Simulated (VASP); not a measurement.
# ZnO (zincite) (P6_3mc) in VASP: notebook, part 2 of 2

VASP 6.6.1. Earlier steps stand in the parts before.

### 4 Relaxation of shape and atoms at fixed volume, LDA (a relaxed cell with its volume scaled by 0.96)

INCAR

```
SYSTEM = ZnO
ALGO = Normal
EDIFF = 1E-7
EDIFFG = -0.01
ENCUT = 600
GGA = CA
IBRION = 2
ISIF = 4
ISMEAR = 0
LASPH = .True.
LCHARG = .False.
LREAL = .False.
LWAVE = .False.
NELM = 80
NSW = 40
PREC = Accurate
SIGMA = 0.03
```

KPOINTS

```
k-points
0
Gamma
  9 9 5
  0 0 0
```

POSCAR

```
ZnO                                     
1.0
    3.1507695092      0.0000000000      0.0000000000
   -1.5753847546      2.7286464364      0.0000000000
    0.0000000000      0.0000000000      5.0938479954
  Zn              O             
     2     2
Direct
     0.3333333332999970    0.6666666667000030    0.5003505567281650
     0.6666666667000030    0.3333333332999970    0.0003505567281650
     0.6666666667000030    0.3333333332999970    0.3786594432718360
     0.3333333332999970    0.6666666667000030    0.8786594432718360
```

Potentials or basis: VASP PAW LDA potentials, release 64 (Zn, O).

Launch:

```sh
$ cat potpaw_LDA.64/Zn/POTCAR potpaw_LDA.64/O/POTCAR > POTCAR
$ mpirun -np 1 vasp_std > vasp.out
```

OUTCAR:

```text
SYSTEM = ZnO
   EDIFF = 1E-7
   EDIFFG = -0.01
   ENCUT = 600
   GGA = CA
   IBRION = 2
   ISIF = 4
   ISMEAR = 0
   LASPH = .True.
   LREAL = .False.
   NELM = 80
   NSW = 40
   PREC = Accurate

 ion  position               nearest neighbor table
   1  0.333  0.667  0.500-   3 1.92   3 1.92   3 1.92   4 1.93
   2  0.667  0.333  0.000-   4 1.92   4 1.92   4 1.92   3 1.93
   3  0.667  0.333  0.379-   1 1.92   1 1.92   1 1.92   2 1.93
   4  0.333  0.667  0.879-   2 1.92   2 1.92   2 1.92   1 1.93

  LATTYP: Found a hexagonal cell.
 ALAT       =     3.1507695092
 C/A-ratio  =     1.6166996604

  Lattice vectors:

 A1 = (   3.1507695092,   0.0000000000,   0.0000000000)
 A2 = (  -1.5753847546,   2.7286464364,   0.0000000000)
 A3 = (   0.0000000000,   0.0000000000,   5.0938479954)

Analysis of symmetry for initial positions (statically):
=====================================================================
 Subroutine PRICEL returns:
 Original cell was already a primitive cell.

 Routine SETGRP: Setting up the symmetry group for a
 hexagonal supercell.

 Subroutine GETGRP returns: Found 12 space group operations
 (whereof  6 operations were pure point group operations)
 out of a pool of 24 trial point group operations.

The static configuration has the point symmetry C_3v.
 The point group associated with its full space group is C_6v.

Analysis of symmetry for dynamics (positions and initial velocities):
=====================================================================
 Subroutine PRICEL returns:
 Original cell was already a primitive cell.

 Routine SETGRP: Setting up the symmetry group for a
 hexagonal supercell.

 Subroutine GETGRP returns: Found 12 space group operations
 (whereof  6 operations were pure point group operations)
 out of a pool of 24 trial point group operations.

The dynamic configuration has the point symmetry C_3v.
 The point group associated with its full space group is C_6v.

 Subroutine INISYM returns: Found 12 space group operations
 (whereof  6 operations are pure point group operations),
 and found     1 'primitive' translations

----------------------------------------------------------------------------------------

                                     Primitive cell

  volume of cell :      43.7935

  direct lattice vectors                    reciprocal lattice vectors
     3.150769509  0.000000000  0.000000000     0.317382784  0.183241036  0.000000000
    -1.575384755  2.728646436  0.000000000     0.000000000  0.366482072  0.000000000
     0.000000000  0.000000000  5.093847995     0.000000000  0.000000000  0.196315242

  length of vectors
     3.150769509  3.150769509  5.093847995     0.366482072  0.366482072  0.196315242

  position of ions in fractional coordinates (direct lattice)
     0.333333333  0.666666667  0.500350557
     0.666666667  0.333333333  0.000350557
     0.666666667  0.333333333  0.378659443
     0.333333333  0.666666667  0.878659443

  ion indices of the primitive-cell ions
   primitive index   ion index
                 1           1
                 2           2
                 3           3
                 4           4

[... 24 lines left out ...]
 Found     36 irreducible k-points:

 Following reciprocal coordinates:
            Coordinates               Weight
  0.000000  0.000000  0.000000      1.000000
  0.111111 -0.000000  0.000000      6.000000
  0.222222 -0.000000  0.000000      6.000000
  0.333333 -0.000000  0.000000      6.000000
  0.444444 -0.000000  0.000000      6.000000
  0.111111  0.111111  0.000000      6.000000
[... 16 lines left out ...]
  0.333333  0.222222  0.200000     24.000000
  0.333333  0.333333  0.200000      4.000000
 [... further k-points ...]
   k-points           NKPTS =     36   k-points in BZ     NKDIM =     36   number of bands    NBANDS=     22
   number of dos      NEDOS =    301   number of ions     NIONS =      4
   total plane-waves  NPLWV =  32928
   dimension x,y,z NGX =    28 NGY =   28 NGZ =   42
   dimension x,y,z NGXF=    56 NGYF=   56 NGZF=   84
   ions per type =               2   2
   NGX,Y,Z   is equivalent  to a cutoff of  14.77, 14.77, 13.71 a.u.
   NGXF,Y,Z  is equivalent  to a cutoff of  29.55, 29.55, 27.41 a.u.
 SYSTEM =  ZnO
   PREC   = accura    normal or accurate (medium, high low for compatibility)
   ISTART =      0    job   : 0-new  1-cont  2-samecut
   ICHARG =      2    charge: 1-file 2-atom 10-const
   ISPIN  =      1    spin polarized calculation?
   LNONCOLLINEAR =      F non collinear calculations
   LSORBIT =      F    spin-orbit coupling
   LASPH  =      T    aspherical Exc in radial PAW
   ENCUT  =  600.0 eV  44.10 Ry    6.64 a.u.   6.29  6.29 10.17*2*pi/ulx,y,z
   NELM   =     80;   NELMIN=  2; NELMDL= -5     # of ELM steps
   EDIFF  = 0.1E-06   stopping-criterion for ELM
   LREAL  =      F    real-space projection
   EDIFFG = -.1E-01   stopping-criterion for IOM
   NSW    =     40    number of steps for IOM
   IBRION =      2    ionic relax: 0-MD 1-quasi-New 2-CG
   NFREE  =      1    steps in history (QN), initial steepest desc. (CG)
   ISIF   =      4    stress and relaxation
   ISYM   =      2    0-nonsym 1-usesym 2-fastsym
   POTIM  = 0.5000    time-step for ionic-motion
   TEBEG  =    0.0;   TEEND  =   0.0 temperature during run
   PSTRESS=    0.0 pullay stress
   NELECT =      36.0000    total number of electrons
   NUPDOWN=      -1.0000    fix difference up-down
   EMIN   =  10.00;   EMAX   =-10.00  energy-range for DOS
   EFERMI =   0.00;   METHOD = LEGACY
   ISMEAR =     0;   SIGMA  =   0.03  broadening in eV -4-tet -1-fermi 0-gaus
   EFERMI_NEDOS =   21; number of points for ismear=-14 and -15
   IALGO  =     38    algorithm
   IMIX   =      4    mixing-type and parameters
     AMIX     =   0.40;   BMIX     =  1.00
     AMIX_MAG =   1.60;   BMIX_MAG =  1.00
  volume/ion in A,a.u.               =      10.95        73.88
  Fermi-wavevector in a.u.,A,eV,Ry     =   1.533577  2.898041 31.998994  2.351860
  Thomas-Fermi vector in A             =   2.640625
   LORBIT       =      0    0 simple, 1 ext, 2 COOP (PROOUT), +10 PAW based schemes
   GGA     = CA    functional components
   LHFCALC =     F    Hartree Fock is set to
   AEXX    =    0.0000 exact exchange contribution
   IVDW    =     0    specifies the selected vdW correction
   LEPSILON=     F    determine dielectric tensor
   LRPA    =     F    only Hartree local field effects (RPA)
 conjugate gradient relaxation of ions
 non-spin polarized calculation
 Gauss-broadening in eV      SIGMA  =   0.03
  energy-cutoff  :      600.00
  volume of cell :       43.79
 maximum number of plane-waves:      1484
 NGX is ok and might be reduce to    28
   NGX = 13   NGY = 13   NGZ = 21

 number of electron      35.9999990 magnetization

 Free energy of the ion-electron system (eV)
  ---------------------------------------------------
  ext. energy  EPLUGINS =         0.00000000
  ---------------------------------------------------
  free energy    TOTEN  =       -21.11901700 eV

  energy without entropy =      -21.11901700  energy(sigma->0) =      -21.11901700

 E-fermi :   1.9102     XC(G=0): -11.9119

 val. band max:        1.6954467553   @ k =   0.0000   0.0000   0.0000
 cond. band min:       2.5607149608   @ k =   0.0000   0.0000   0.0000
 fundamental gap:      0.8652682054
 Fermi energy:         1.9102260889

 k-point     1 :       0.0000    0.0000    0.0000
  band No.  band energies     occupation
      1     -16.8388      2.00000
      2     -15.9360      2.00000
      3      -4.7238      2.00000
      4      -4.5349      2.00000
      5      -4.5349      2.00000
      6      -4.4947      2.00000
[... 589 lines left out ...]
     21       9.8156      0.00000
     22       9.8557      0.00000

 [... further k-points ...]

------------------------ aborting loop because EDIFF is reached ----------------------------------------

  FORCE on cell =-STRESS in cart. coord.  units (eV):
  Direction    XX          YY          ZZ          XY          YZ          ZX
  --------------------------------------------------------------------------------------
  -------------------------------------------------------------------------------------
  Total        1.9824810      1.9824810      2.0008306      0.0000000     -0.0000000      0.0000000
  in kB       72.5286738     72.5286738     73.1999901      0.0000000     -0.0000000      0.0000000
  external PRESSURE =      72.7524459 kB  Pullay stress =       0.0000000 kB

 VOLUME and BASIS-vectors are now :
 -----------------------------------------------------------------------------
  energy-cutoff  :      600.00
  volume of cell :       43.79
      direct lattice vectors                 reciprocal lattice vectors
     3.150769509  0.000000000  0.000000000     0.317382784  0.183241036  0.000000000
    -1.575384755  2.728646436  0.000000000     0.000000000  0.366482072  0.000000000
     0.000000000  0.000000000  5.093847995     0.000000000  0.000000000  0.196315242

 POSITION                                       TOTAL-FORCE (eV/Angst)
 -----------------------------------------------------------------------------------
     -0.00000      1.81910      2.54871         0.000000      0.000000     -0.000162
      1.57538      0.90955      0.00179         0.000000     -0.000000     -0.000162
      1.57538      0.90955      1.92883        -0.000000      0.000000      0.000162
     -0.00000      1.81910      4.47576         0.000000     -0.000000      0.000162
 -----------------------------------------------------------------------------------
    total drift:                               -0.000000     -0.000000     -0.000179

  FREE ENERGIE OF THE ION-ELECTRON SYSTEM (eV)
  ---------------------------------------------------
  free  energy   TOTEN  =       -21.1190170027 eV

  energy  without entropy=      -21.1190170027  energy(sigma->0) =      -21.11901700

 reached required accuracy - stopping structural energy minimisation
```

It took 26 s on 1 thread of Intel Xeon Platinum 8488C (Sapphire Rapids), shared host; peak memory 0.17 GiB.

What came out:

```yaml
Free_energy: -21.1190 eV
Pressure_after_relaxing: 7.3 GPa
Band_gap_on_the_k_mesh: 0.87 eV, direct
```

Final structure:
```
Zn O
1.0
     3.15077    0.00000    0.00000
    -1.57538    2.72865    0.00000
     0.00000    0.00000    5.09385
Zn O
2 2
Direct
  0.33333 0.66667 0.50035
  0.66667 0.33333 0.00035
  0.66667 0.33333 0.37866
  0.33333 0.66667 0.87866
```

Levels at points of the mesh, in eV from the valence-band top:
| k point | band 16 | band 17 | band 18 | band 19 | band 20 | band 21 |
| --- | --- | --- | --- | --- | --- | --- |
| (0.00, 0.00, 0.00) | -0.12 | 0.00 | 0.00 | 0.87 | 5.43 | 8.32 |

Caveat: the relaxation stopped at its first step, so nothing moved.

### 5 Summary

| task | cell | gap on the mesh (eV) | pressure (GPa) |
| --- | --- | --- | --- |
| relaxation of cell and atoms | relaxed | 0.80 | 0.0 |
| relaxation of shape and atoms at fixed volume | atoms relaxed at fixed volume from: a relaxed cell with its volume scaled by 0.94 | 0.90 | 11.5 |
| relaxation of shape and atoms at fixed volume | atoms relaxed at fixed volume from: a relaxed cell with its volume scaled by 0.96 | 0.87 | 7.3 |

Alike in all rows: level LDA; potentials or basis VASP PAW LDA potentials, release 64 (Zn, O); no spin polarisation; k mesh 9 × 9 × 5; cutoff (eV) 600; smearing gaussian 0.03 eV.

Caveats: the relaxation stopped at its first step, so nothing moved.

Absolute energies hang on the potentials; compare differences alone.
